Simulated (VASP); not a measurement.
Runs of VASP 6.6.1 on Pd. It takes space group P6_3/mmc (No. 194, hexagonal). Conventional cell: a = 2.718 Å, b = 2.718 Å, c = 4.562 Å, α = 90.00°, β = 90.00°, γ = 120.00°. Around Pd (site symmetry -6m2) lie 12 Pd at 2.72 to 2.77 Å. This isn't the form of Pd at room conditions, which is fcc.

```csv
level,k mesh,cutoff (eV),smearing,further INCAR settings,gap on the mesh (eV),pressure (GPa)
PBEsol,18 × 18 × 10,900,gaussian 0.1 eV,ALGO = Fast; EDIFF = 1e-06,none,0.2
r2SCAN,18 × 18 × 10,520,gaussian 0.1 eV,ALGO = Normal; EDIFF = 1e-06,none,6.2
PBEsol,18 × 18 × 10,700,gaussian 0.1 eV,ALGO = Fast; EDIFF = 1e-06,none,0.2
PBEsol,27 × 27 × 14,520,gaussian 0.1 eV,ALGO = Fast; EDIFF = 1e-06,none,0.1
PBEsol,18 × 18 × 10,520,gaussian 0.5 eV,ALGO = Fast; EDIFF = 1e-06,none,(a)
```

Alike in all rows: task single point; potentials or basis VASP PAW PBE potentials, release 64 (Pd); no spin polarisation; cell as given.

Estimate the missing entries.

(a) 1.1.

Caveats: the PAW data sets were made with another functional, which shifts forces and pressure a little.

A k mesh can miss the band edges, and the runs leave out spin-orbit coupling on Pd.

A gap of «none» marks a metal or a gap under the smearing width.
